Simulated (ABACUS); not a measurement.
Cl:

```xyz
4
Lattice="3.1450 -2.2500 0.0000 3.1450 2.2500 0.0000 0.0000 0.0000 8.2100" Properties=species:S:1:pos:R:3 pbc="T T T"
Cl    3.1450    0.5850    3.2840
Cl    3.1450    1.6650    7.3890
Cl    3.1450   -0.5850    4.9260
Cl    3.1450   -1.6650    0.8210
```

| Item | Value |
| --- | --- |
| Program | ABACUS 3.10.1 |
| Task | single point |
| Functional | PBE |
| Potentials or basis | PseudoDojo NC SR 0.4.1 PBE standard |
| Cutoff | 789 eV |
| Density cutoff | 3157 eV |
| Basis | plane waves |
| k mesh | 7 × 7 × 4 |
| Occupations | fermi-dirac, width 0.05 eV |
| Spin | no spin polarisation |

On this cell: pressure 0.6 GPa; largest force 0.094 eV/Å; band gap on the k mesh 2.47 eV, indirect (least direct gap 2.53 eV).

The same run follows on a disturbed copy (atoms moved at random, drawn with an rms of 0.05 Å):

```
CELL_PARAMETERS angstrom
3.14500 -2.25000 0.00000
3.14500 2.25000 0.00000
0.00000 0.00000 8.21000
ATOMIC_POSITIONS crystal
Cl 0.38678 0.62888 0.40016
Cl 0.12135 0.88168 0.90159
Cl 0.62675 0.36759 0.60135
Cl 0.86819 0.13529 0.09859
```

Question: What does the disturbed cell give?

Answer: The energy moves by +3.1 meV/atom; pressure 1.5 GPa; largest force 0.700 eV/Å; band gap on the k mesh 2.60 eV, indirect (least direct gap 2.64 eV).

Forces on the atoms (eV/Å):
```
Cl  -0.027  0.103 -0.257
Cl  -0.007 -0.326 -0.620
Cl   0.026 -0.106  0.258
Cl   0.007  0.328  0.619
```

Stress tensor (GPa, compression positive):
```
1.18 0.01 0.02
0.01 1.27 0.56
0.02 0.56 1.99
```

Caveats: an odd mesh through Γ misses points on the zone boundary, where band edges often lie.
